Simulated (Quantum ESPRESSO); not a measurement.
Crystal: BN.

```
N B
1.0
     0.00000    1.81300    1.81300
     1.81300    0.00000    1.81300
     1.81300    1.81300    0.00000
N B
1 1
Direct
  0.25000 0.25000 0.25000
  0.00000 0.00000 0.00000
```

The cell is a database's computed one.

Program: Quantum ESPRESSO 7.5. Alike in all runs: task band structure; potentials or basis SG15 PBE 1.2; no spin polarisation; cell as given; cutoff (eV) 1197; smearing fermi-dirac 0.05 eV.

Task: Order these runs on this cell by their pressure, lowest first.
A. level SCAN; k mesh 10 × 10 × 10; SCF threshold 1e-08 Ry; symmetry off
B. level revTPSS; k mesh 10 × 10 × 10; SCF threshold 1e-08 Ry; symmetry off
C. level PBEsol; k mesh 13 × 13 × 13; SCF threshold 4e-10 Ry
D. level RPBE; k mesh 13 × 13 × 13; SCF threshold 4e-10 Ry

Result: A (-6.2 GPa), C (-4.4 GPa), B (-2.0 GPa), D (-0.1 GPa).

Caveats: the potentials were made for another functional, which shifts forces and pressure.
